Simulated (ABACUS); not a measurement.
NiO:

```
CELL_PARAMETERS angstrom
0.00000 2.08590 2.08590
2.08590 0.00000 2.08590
2.08590 2.08590 0.00000
ATOMIC_POSITIONS crystal
Ni 0.00000 0.00000 0.00000
O 0.50000 0.50000 0.50000
```

Base run:

- Program: ABACUS 3.10.1
- Functional: PW91
- Potentials or basis: Ansatz NC PBE
- Cutoff: 1401 eV
- Density cutoff: 5606 eV
- Basis: plane waves
- k mesh: 9 × 9 × 9
- Occupations: fermi-dirac, width 0.05 eV
- Spin: collinear spin, ferromagnetic start
- Starting moments: [1.0, 0.0] μB

Its results: band gap on the k mesh none (metal or under the smearing width); pressure 5.3 GPa; net moment 1.84 μB per cell.

Task: The run is repeated on the same cell with these changes: functional from PW91 to PBEsol; potentials or basis from Ansatz NC PBE to PseudoDojo NC SR 0.4 PBEsol stringent; cutoff from 1401 eV to 1429 eV; density cutoff from 5606 eV to 5714 eV. What comes out?

Result: Band gap on the k mesh none (metal or under the smearing width); pressure -5.8 GPa; net moment 1.65 μB per cell.

Caveats: a cell with one magnetic atom can't hold antiferromagnetic order, which such compounds often take; semilocal functionals often make such compounds metallic where correlation or magnetic order opens a gap, which also shifts bond lengths; the potentials were made for another functional, which shifts forces and pressure (some runs).

Not every run made on this cell is shown here.
